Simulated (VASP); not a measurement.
Al: relaxation of cell and atoms with PBEsol

The system is Al.

```xyz
1
Lattice="0.0000 2.0248 2.0248 2.0248 0.0000 2.0248 2.0248 2.0248 0.0000" Properties=species:S:1:pos:R:3 pbc="T T T"
Al    0.0000    0.0000    0.0000
```

| Item | Value |
| --- | --- |
| Program | VASP 6.6.1 |
| Task | relaxation of cell and atoms |
| Functional | PBEsol |
| Potentials or basis | VASP PAW PBE potentials, release 64 (Al) |
| Cutoff | 600 eV |
| k mesh | 16 × 16 × 16 |
| Occupations | methfessel-paxton, width 0.1 eV |
| Spin | no spin polarisation |
| Further INCAR settings | ALGO = Normal; EDIFF = 1e-06; IBRION = 2; EDIFFG = -0.01; NSW = 90; ISIF = 3 |

The relaxed volume is 16.19 Å³/atom, the relaxed cell is a = 2.839 Å, b = 2.839 Å, c = 2.839 Å, α = 60.00°, β = 60.00°, γ = 60.00° and the space group after relaxing (to 0.05 Å) is Fm-3m (No. 225). The energy gained by relaxing is 2.7 meV/atom and the ionic steps are 3. The pressure after relaxing is 0.0 GPa and the band gap on the k mesh is none (metal or under the smearing width).

Step by step:
| step | energy change (eV) | largest force (eV/Å) | pressure (GPa) | volume (Å³) |
| --- | --- | --- | --- | --- |
| 1 | 0.0000 | 0.0000 | -2.01 | 16.60 |
| 2 | -0.0026 | 0.0000 | 0.43 | 16.11 |
| 3 | -0.0027 | 0.0000 | 0.00 | 16.19 |

Final structure:
```
Al
1.0
     0.00000    2.00782    2.00782
     2.00782    0.00000    2.00782
     2.00782    2.00782    0.00000
Al
1
Direct
  0.00000 0.00000 0.00000
```

Levels at points of the mesh, in eV from the Fermi level:
| k point | band 1 | band 2 | band 3 | band 4 | band 5 |
| --- | --- | --- | --- | --- | --- |
| (0.00, 0.00, 0.00) | -11.30 | 12.67 | 12.67 | 12.67 | 14.30 |
| (0.50, 0.00, 0.00) | -4.70 | -4.44 | 11.49 | 11.49 | 11.57 |
| (0.50, 0.50, 0.00) | -3.00 | -1.65 | 5.22 | 5.64 | 5.64 |

It took 11 s on 1 thread of Intel(R) Xeon(R) 6975P-C (Granite Rapids) (shared host), peak memory 0.14 GiB.

Caveat: the PAW data sets were made with another functional, which shifts forces and pressure a little.
